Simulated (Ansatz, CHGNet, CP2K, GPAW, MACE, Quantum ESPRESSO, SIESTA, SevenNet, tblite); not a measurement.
# Running AlP(100) slab, H on both faces (90 atoms) with CP2K, part 2 of 3

Wanted: CP2K inputs and outputs for AlP(100) slab, H on both faces (90 atoms), checked against a plane-wave reference.

Program: CP2K 2026.2; the method stands at each step. Banners, paths, timers and routine set-up lines are dropped from the logs unmarked, and long logs keep their key lines alone; longer cuts are marked.

So far. Step 2 (PBE, DZVP-MOLOPT-SR, 450/50 Ry, diagonalisation): Forces lie 16 % from the reference's, at 0.31 times its CPU time (on 2 against 4 cores). Step 3 (PBE, SZV-MOLOPT-SR, 450/50 Ry, diagonalisation): Against the first run (16 %), the force difference from the reference is 68 %, at 0.69 times the CPU time (on 1 against 2 cores), with 252 basis functions against 882: the smaller basis costs accuracy.

**4. PBE, TZVP-MOLOPT (SR for Al), 450/50 Ry, diagonalisation**

Method: Kohn-Sham DFT, PBE, GTH-PBE pseudopotentials, Gaussian and plane waves, TZVP-MOLOPT-GTH, diagonalisation.

File input.inp:

```
&GLOBAL
  PROJECT cell
  RUN_TYPE ENERGY_FORCE
  PRINT_LEVEL LOW
&END GLOBAL
&FORCE_EVAL
  METHOD QS
  &DFT
    BASIS_SET_FILE_NAME BASIS_MOLOPT
    BASIS_SET_FILE_NAME BASIS_MOLOPT_UCL
    POTENTIAL_FILE_NAME GTH_POTENTIALS
    &MGRID
      CUTOFF 450
      REL_CUTOFF 50
    &END MGRID
    &QS
      EPS_DEFAULT 1.0E-12
    &END QS
    &SCF
      SCF_GUESS ATOMIC
      EPS_SCF 1.0E-06
      MAX_SCF 200
      ADDED_MOS 35
      &DIAGONALIZATION
        ALGORITHM STANDARD
      &END DIAGONALIZATION
      &SMEAR ON
        METHOD FERMI_DIRAC
        ELECTRONIC_TEMPERATURE [K] 580
      &END SMEAR
      &MIXING
        METHOD BROYDEN_MIXING
        ALPHA 0.15
        NBROYDEN 8
      &END MIXING
      &PRINT
        &RESTART OFF
        &END RESTART
      &END PRINT
    &END SCF
    &XC
      &XC_FUNCTIONAL PBE
      &END XC_FUNCTIONAL
    &END XC
    &PRINT
      &MULLIKEN ON
      &END MULLIKEN
      &HIRSHFELD ON
        SHAPE_FUNCTION DENSITY
      &END HIRSHFELD
      &MO ON
        EIGENVALUES T
        OCCUPATION_NUMBERS T
        MO_INDEX_RANGE 115 138
        &EACH
          QS_SCF 0
        &END EACH
        ADD_LAST NUMERIC
      &END MO
    &END PRINT
  &END DFT
  &SUBSYS
    &CELL
      A 11.58877 0.00000 0.00000
      B 0.00000 11.58877 0.00000
      C 0.00000 0.00000 18.56080
    &END CELL
    &TOPOLOGY
      COORD_FILE_NAME structure.xyz
      COORD_FILE_FORMAT XYZ
    &END TOPOLOGY
    &KIND Al
      BASIS_SET TZVP-MOLOPT-SR-GTH-q3
      POTENTIAL GTH-PBE-q3
    &END KIND
    &KIND P
      BASIS_SET TZVP-MOLOPT-GTH-q5
      POTENTIAL GTH-PBE-q5
    &END KIND
    &KIND H
      BASIS_SET TZVP-MOLOPT-GTH-q1
      POTENTIAL GTH-PBE-q1
    &END KIND
  &END SUBSYS
  &PRINT
    &FORCES ON
    &END FORCES
  &END PRINT
&END FORCE_EVAL
```

File structure.xyz:

```xyz
90

[... 90 atom lines left out: the same atoms as in the first run ...]
```

Run with:

```console
$ OMP_NUM_THREADS=1 mpirun -np 4 cp2k.psmp -i input.inp > output.txt
```

Numbers of over 12 decimals in the logs are rounded to 6 here.

Output:

```text
CP2K| version string:                                       CP2K version 2026.2
 CP2K| Input file name                                                 input.inp
 GLOBAL| Basis set file name                                        BASIS_MOLOPT
 GLOBAL| Potential file name                                      GTH_POTENTIALS
 GLOBAL| Run type                                                   ENERGY_FORCE
 GLOBAL| Total number of message passing processes                             4
 GLOBAL| Number of threads for this process                                    1
 TOTAL NUMBERS AND MAXIMUM NUMBERS
  Total number of            - Atomic kinds:                                   3
                             - Atoms:                                         90
[... lines left out ...]
                        Smear method:                                FERMI_DIRAC
[... lines left out ...]
 Number of electrons:                                                        252
[... lines left out ...]
  Step     Update method      Time    Convergence         Total energy    Change
[... lines left out ...]
  *** SCF run converged in    38 steps ***
[... lines left out ...]
  Fermi energy:                                                 0.050259
  Total energy:                                              -255.058324
  Total energy (extrapolated to T->0):                       -255.053092
[... lines left out ...]
 MO| E(Fermi):            0.050259 a.u.          1.367629 eV
[... lines left out ...]
       2     P        2          4.983782                              0.016218
       3     Al       1          2.666866                              0.333134
[...]
89     H        3          1.096364                             -0.096364
      90     H        3          1.093365                             -0.093365
 # Total charge                            252.000000                  0.000000
 !-----------------------------------------------------------------------------!
 !-----------------------------------------------------------------------------!
                           Hirshfeld Charges
  #Atom  Element  Kind  Ref Charge     Population                    Net charge
      1       Al     1       3.000          2.826                         0.174
      2       P      2       5.000          5.007                        -0.007
      3       Al     1       3.000          2.802                         0.198
[...]
89       H      3       1.000          1.104                        -0.104
     90       H      3       1.000          1.104                        -0.104
  Total Charge                                                           -0.000
 !-----------------------------------------------------------------------------!
 ENERGY| Total FORCE_EVAL ( QS ) energy [hartree]           -255.058333
 FORCES| Atomic forces [hartree/bohr]
 FORCES|   Atom     x               y               z               |f|
 FORCES|      1  5.82621972E-03 -1.26326114E-02  1.02748119E-02   1.72944924E-02
 FORCES|      2 -1.98753731E-03  1.89699689E-02 -5.69729693E-03   1.99065119E-02
 FORCES|      3 -7.27215942E-03 -1.09760816E-03  1.06483850E-02   1.29412963E-02
[...]
FORCES|     89  6.03523968E-04 -6.57264987E-04  6.71553346E-03   6.77455741E-03
 FORCES|     90 -2.97363524E-03 -5.30406659E-04  1.04185485E-02   1.08475799E-02
 FORCES| Sum    -3.29349887E-06  1.06364631E-06  1.37344338E-06
 FORCES| Total atomic force                                       3.72355005E-06
```

It took 4.6 min on 4 MPI ranks of Arm Neoverse V2, shared host; peak memory 5 GiB.

Compared with the plane-wave run:

* r.m.s. force component: 0.5131 eV/Å
* r.m.s. difference of force components: 32.93 meV/Å
* longest difference of force vectors: 110 meV/Å
* force difference over r.m.s. force: 6.399 %
* slope of forces against the reference's: 0.9951
* correlation of force components: 0.998

Against the first run (16 %), the force difference from the reference is 6.4 %, at 3.0 times the CPU time (on 4 against 2 cores), with 1134 basis functions against 882: the larger basis brings the forces nearer.

**5. PBE, DZVP-MOLOPT-SR, 630/50 Ry, diagonalisation**

Method: Kohn-Sham DFT, PBE, GTH-PBE pseudopotentials, Gaussian and plane waves, DZVP-MOLOPT-SR-GTH, diagonalisation.

Edit input.inp of step 4 so:

```diff
@@ -9,7 +9,7 @@
     BASIS_SET_FILE_NAME BASIS_MOLOPT
-    BASIS_SET_FILE_NAME BASIS_MOLOPT_UCL
     POTENTIAL_FILE_NAME GTH_POTENTIALS
     &MGRID
-      CUTOFF 450
+      CUTOFF 630
       REL_CUTOFF 50
+      NGRIDS 5
     &END MGRID
@@ -72,3 +72,3 @@
     &KIND Al
-      BASIS_SET TZVP-MOLOPT-SR-GTH-q3
+      BASIS_SET DZVP-MOLOPT-SR-GTH-q3
       POTENTIAL GTH-PBE-q3
@@ -76,3 +76,3 @@
     &KIND P
-      BASIS_SET TZVP-MOLOPT-GTH-q5
+      BASIS_SET DZVP-MOLOPT-SR-GTH-q5
       POTENTIAL GTH-PBE-q5
@@ -80,3 +80,3 @@
     &KIND H
-      BASIS_SET TZVP-MOLOPT-GTH-q1
+      BASIS_SET DZVP-MOLOPT-SR-GTH-q1
       POTENTIAL GTH-PBE-q1
```

structure.xyz is that of step 4.

Run with:

```console
$ OMP_NUM_THREADS=2 cp2k.psmp -i input.inp > output.txt
```

Output:

```text
CP2K| version string:                                       CP2K version 2026.2
 CP2K| Input file name                                                 input.inp
 GLOBAL| Basis set file name                                        BASIS_MOLOPT
 GLOBAL| Potential file name                                      GTH_POTENTIALS
 GLOBAL| Run type                                                   ENERGY_FORCE
 GLOBAL| Total number of message passing processes                             1
 GLOBAL| Number of threads for this process                                    2
 TOTAL NUMBERS AND MAXIMUM NUMBERS
  Total number of            - Atomic kinds:                                   3
                             - Atoms:                                         90
[... lines left out ...]
                        Smear method:                                FERMI_DIRAC
[... lines left out ...]
 Number of electrons:                                                        252
[... lines left out ...]
  Step     Update method      Time    Convergence         Total energy    Change
[... lines left out ...]
  *** SCF run converged in    36 steps ***
[... lines left out ...]
  Fermi energy:                                                 0.055591
  Total energy:                                              -254.971752
  Total energy (extrapolated to T->0):                       -254.966944
[... lines left out ...]
 MO| E(Fermi):            0.055591 a.u.          1.512705 eV
[... lines left out ...]
       2     P        2          5.179510                             -0.179510
       3     Al       1          2.545904                              0.454096
[...]
89     H        3          0.985497                              0.014503
      90     H        3          0.992498                              0.007502
 # Total charge                            252.000000                  0.000000
 !-----------------------------------------------------------------------------!
 !-----------------------------------------------------------------------------!
                           Hirshfeld Charges
  #Atom  Element  Kind  Ref Charge     Population                    Net charge
      1       Al     1       3.000          2.835                         0.165
      2       P      2       5.000          5.002                        -0.002
      3       Al     1       3.000          2.805                         0.195
[...]
89       H      3       1.000          1.101                        -0.101
     90       H      3       1.000          1.101                        -0.101
  Total Charge                                                           -0.000
 !-----------------------------------------------------------------------------!
 ENERGY| Total FORCE_EVAL ( QS ) energy [hartree]           -254.971753
 FORCES| Atomic forces [hartree/bohr]
 FORCES|   Atom     x               y               z               |f|
 FORCES|      1  6.13174671E-03 -1.31798384E-02  1.10792555E-02   1.82772088E-02
 FORCES|      2 -2.68079803E-03  1.91629392E-02 -9.65930162E-03   2.16265352E-02
 FORCES|      3 -7.43278565E-03 -9.59352131E-04  1.15390865E-02   1.37592578E-02
[...]
FORCES|     89  4.33445179E-04 -6.75582621E-04  5.67634363E-03   5.73281463E-03
 FORCES|     90 -2.89855924E-03 -5.58160597E-04  9.56839913E-03   1.00133636E-02
 FORCES| Sum     5.84282782E-07  3.85513427E-07 -4.84763891E-07
 FORCES| Total atomic force                                       8.51471081E-07
```

The job ended after 5.1 min (2 threads; peak memory 6.2 GiB; 8.7 min of CPU time).

Compared with the plane-wave run:

| Item | Value |
| --- | --- |
| r.m.s. force component | 0.5244 eV/Å |
| r.m.s. difference of force components | 83.56 meV/Å |
| longest difference of force vectors | 313.6 meV/Å |
| force difference over r.m.s. force | 16.24 % |
| slope of forces against the reference's | 1.006 |
| correlation of force components | 0.9872 |
| energy less the same-level run's | 0.0003 meV/atom |
| r.m.s. force difference from the same-level run | 0.017 meV/Å |

Against the first run (16 %), the force difference from the reference is 16 %, at 1.4 times the CPU time: the change moves forces by 0.017 meV/Å r.m.s., so most of the difference comes from elsewhere.

**6. PBE, DZVP-MOLOPT-SR, 315/50 Ry, diagonalisation**

Method: Kohn-Sham DFT, PBE, GTH-PBE pseudopotentials, Gaussian and plane waves, DZVP-MOLOPT-SR-GTH, diagonalisation.

Edit input.inp of step 5 so:

```diff
@@ -11,5 +11,4 @@
     &MGRID
-      CUTOFF 630
+      CUTOFF 315
       REL_CUTOFF 50
-      NGRIDS 5
     &END MGRID
```

structure.xyz is that of step 5.

Output:

```text
CP2K| version string:                                       CP2K version 2026.2
 CP2K| Input file name                                                 input.inp
 GLOBAL| Basis set file name                                        BASIS_MOLOPT
 GLOBAL| Potential file name                                      GTH_POTENTIALS
[... lines left out ...]
                        Smear method:                                FERMI_DIRAC
[... lines left out ...]
 Number of electrons:                                                        252
[... lines left out ...]
  Step     Update method      Time    Convergence         Total energy    Change
[... lines left out ...]
  *** SCF run converged in    36 steps ***
[... lines left out ...]
  Fermi energy:                                                 0.055591
  Total energy:                                              -254.971755
  Total energy (extrapolated to T->0):                       -254.966947
[... lines left out ...]
 MO| E(Fermi):            0.055591 a.u.          1.512705 eV
[... lines left out ...]
     90       H      3       1.000          1.101                        -0.101
  Total Charge                                                           -0.000
 !-----------------------------------------------------------------------------!
 ENERGY| Total FORCE_EVAL ( QS ) energy [hartree]           -254.971756
 FORCES| Atomic forces [hartree/bohr]
 FORCES|   Atom     x               y               z               |f|
 FORCES|      1  6.13173408E-03 -1.31798584E-02  1.10792256E-02   1.82772008E-02
 FORCES|      2 -2.68053996E-03  1.91629424E-02 -9.65934740E-03   2.16265265E-02
 FORCES|      3 -7.43275980E-03 -9.59333712E-04  1.15390809E-02   1.37592379E-02
[...]
FORCES|     89  4.31773079E-04 -6.74029243E-04  5.68876684E-03   5.74480736E-03
 FORCES|     90 -2.89689325E-03 -5.54293431E-04  9.55629927E-03   1.00011043E-02
 FORCES| Sum    -1.99512250E-05  2.13284289E-06 -6.03987991E-05
 FORCES| Total atomic force                                       6.36444446E-05
```

Wall time 2.7 min (2 threads); peak memory 2.3 GiB.

Compared with the plane-wave run:

- r.m.s. force component: 0.5244 eV/Å
- r.m.s. difference of force components: 83.55 meV/Å
- longest difference of force vectors: 313.4 meV/Å
- force difference over r.m.s. force: 16.24 %
- slope of forces against the reference's: 1.006
- correlation of force components: 0.9872
- energy less the same-level run's: -0.0006 meV/atom
- r.m.s. force difference from the same-level run: 0.24 meV/Å

Against the first run (16 %), the force difference from the reference is 16 %, at 0.79 times the CPU time: the change moves forces by 0.24 meV/Å r.m.s., so most of the difference comes from elsewhere.

**7. PBE, DZVP-MOLOPT-SR, 450/30 Ry, diagonalisation**

Method: Kohn-Sham DFT, PBE, GTH-PBE pseudopotentials, Gaussian and plane waves, DZVP-MOLOPT-SR-GTH, diagonalisation.

Edit input.inp of step 6 so:

```diff
@@ -11,4 +11,4 @@
     &MGRID
-      CUTOFF 315
-      REL_CUTOFF 50
+      CUTOFF 450
+      REL_CUTOFF 30
     &END MGRID
@@ -66,6 +66,5 @@
     &END CELL
-    &TOPOLOGY
-      COORD_FILE_NAME structure.xyz
-      COORD_FILE_FORMAT XYZ
-    &END TOPOLOGY
+    &COORD
+[... 90 atom lines left out: the same atoms as in the first run ...]
+    &END COORD
     &KIND Al
```

Output:

```text
CP2K| version string:                                       CP2K version 2026.2
 CP2K| Input file name                                                 input.inp
 GLOBAL| Basis set file name                                        BASIS_MOLOPT
 GLOBAL| Potential file name                                      GTH_POTENTIALS
 GLOBAL| Run type                                                   ENERGY_FORCE
 GLOBAL| Total number of message passing processes                             1
 GLOBAL| Number of threads for this process                                    2
 TOTAL NUMBERS AND MAXIMUM NUMBERS
  Total number of            - Atomic kinds:                                   3
                             - Atoms:                                         90
[... lines left out ...]
                        Smear method:                                FERMI_DIRAC
[... lines left out ...]
 Number of electrons:                                                        252
[... lines left out ...]
  Step     Update method      Time    Convergence         Total energy    Change
[... lines left out ...]
  *** SCF run converged in    36 steps ***
[... lines left out ...]
  Fermi energy:                                                 0.055592
  Total energy:                                              -254.971754
  Total energy (extrapolated to T->0):                       -254.966946
[... lines left out ...]
 MO| E(Fermi):            0.055592 a.u.          1.512734 eV
[... lines left out ...]
       2     P        2          5.179482                             -0.179482
       3     Al       1          2.545875                              0.454125
[...]
89     H        3          0.985491                              0.014509
      90     H        3          0.992489                              0.007511
 # Total charge                            252.000000                  0.000000
 !-----------------------------------------------------------------------------!
 !-----------------------------------------------------------------------------!
                           Hirshfeld Charges
  #Atom  Element  Kind  Ref Charge     Population                    Net charge
      1       Al     1       3.000          2.835                         0.165
      2       P      2       5.000          5.002                        -0.002
      3       Al     1       3.000          2.805                         0.195
[...]
89       H      3       1.000          1.101                        -0.101
     90       H      3       1.000          1.101                        -0.101
  Total Charge                                                           -0.000
 !-----------------------------------------------------------------------------!
 ENERGY| Total FORCE_EVAL ( QS ) energy [hartree]           -254.971753
 FORCES| Atomic forces [hartree/bohr]
 FORCES|   Atom     x               y               z               |f|
 FORCES|      1  6.13220842E-03 -1.31805572E-02  1.10825754E-02   1.82798946E-02
 FORCES|      2 -2.68019088E-03  1.91626730E-02 -9.65603947E-03   2.16247673E-02
 FORCES|      3 -7.43318267E-03 -9.58988984E-04  1.15356612E-02   1.37565746E-02
[...]
FORCES|     89  4.33018764E-04 -6.76922960E-04  5.67459937E-03   5.73121348E-03
 FORCES|     90 -2.89897974E-03 -5.57755284E-04  9.56559585E-03   1.00107841E-02
 FORCES| Sum     3.64089633E-06 -1.08921736E-05 -9.47441450E-05
 FORCES| Total atomic force                                       9.54376685E-05
```

The job ended after 3 min (2 threads; peak memory 3.7 GiB; 5 min of CPU time).

Against the reference:

```
r.m.s. force component                          : 0.5243 eV/Å
r.m.s. difference of force components           : 83.54 meV/Å
longest difference of force vectors             : 313.5 meV/Å
force difference over r.m.s. force              : 16.24 %
slope of forces against the reference's         : 1.006
correlation of force components                 : 0.9872
energy less the same-level run's                : 0.0004 meV/atom
r.m.s. force difference from the same-level run : 0.114 meV/Å
```

This is a coarse setting, run to see what it loses.

Against the first run (16 %), the force difference from the reference is 16 %, at 0.82 times the CPU time: the change moves forces by 0.11 meV/Å r.m.s., so most of the difference comes from elsewhere.

(Part 2 of 3 ends here.)

[Also dropped from logs without a mark: logging warnings of Python, and SIESTA's first energy breakdown and zero terms.]

[Logs are printed without paths, hosts, clocks, repeated set-up lines and the standing remarks that a program may print on its own settings, such as how far it seeks lower states.]

[Hosts, paths, dates, database ids (printed as entryN), source tags and the programs' standing remarks are cut or masked in the printed files.]
